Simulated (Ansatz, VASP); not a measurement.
One calculation of Ir, two programs

File INCAR:

```
SYSTEM = Ir
PREC     = Accurate       ! precision mode
ENCUT    = 520            ! plane-wave cutoff, eV
EDIFF    = 1E-6           ! SCF threshold, eV
ISMEAR   = -1             ! smearing method
SIGMA    = 0.05           ! smearing width, eV
LREAL    = .False.        ! projectors in reciprocal space
LASPH    = .True.         ! aspherical terms in the spheres
NELM     = 60             ! most SCF steps
ALGO     = Normal         ! electronic algorithm
ISIF     = 2              ! what is computed and relaxed
LWAVE    = .False.        ! write WAVECAR
LCHARG   = .True.         ! write CHGCAR
GGA      = PE             ! functional
LELF     = .True.         ! ELF
LVHAR    = .True.       
NBANDS   = 16             ! bands
```

KPOINTS

```
regular mesh
0
Gamma
  14 14 14
  0 0 0
```

File POSCAR:

```
Ir
1.0
    0.0000000000      2.2094021810      2.2094021810
    2.2094021810      0.0000000000      2.2094021810
    2.2094021810      2.2094021810      0.0000000000
Ir
2
Direct
   -0.1250000000     -0.1250000000     -0.1250000000
    0.1250000000      0.1250000000      0.1250000000
```

Input for Ansatz:

```yaml
crystal:
  lattice:
    - [0.0, 2.209402181, 2.209402181]
    - [2.209402181, 0.0, 2.209402181]
    - [2.209402181, 2.209402181, 0.0]
  atoms:
    - { symbol: Ir, position: [-0.125, -0.125, -0.125] }
    - { symbol: Ir, position: [0.125, 0.125, 0.125] }
kpoints:
  mp_grid: { grid: [14, 14, 14] }
scf:
  occupations: { method: fermi_dirac, width: 0.05 }
hamiltonian:
  xc: pbe
  pseudopotentials: { kind: all_electron, lapw: { basis_error: 0.001 } }
output:
  forces: true
  stress: true
  eigenvalues: true
  populations: true
```

Change from the starting cell: volume scaled by 0.5, LAPW.

Alike in both runs: task single point; functional PBE; k mesh 14 × 14 × 14; occupations fermi-dirac, width 0.05 eV; no spin polarisation.

|  | VASP | Ansatz |
| --- | --- | --- |
| version | VASP 6.6.1 | Ansatz 0.2.0 |
| potentials or method | VASP PAW PBE potentials, release 64 (Ir) | all-electron LAPW, scalar-relativistic |
| plane-wave cutoff (eV) | 520 | see its input |

```tsv
	VASP	Ansatz	Ansatz less VASP
pressure (GPa)	547.5	642.3	+94.83
```

Ansatz ran all-electron here, so the differences hold the error of VASP's frozen core and of both bases.

Caveats: the cell as given lies far from equilibrium; so large a pressure means that the cell lies far from this level's equilibrium, or that cutoff or potentials fall short (VASP). The runs have no spin-orbit coupling, so splittings on Ir are missing.
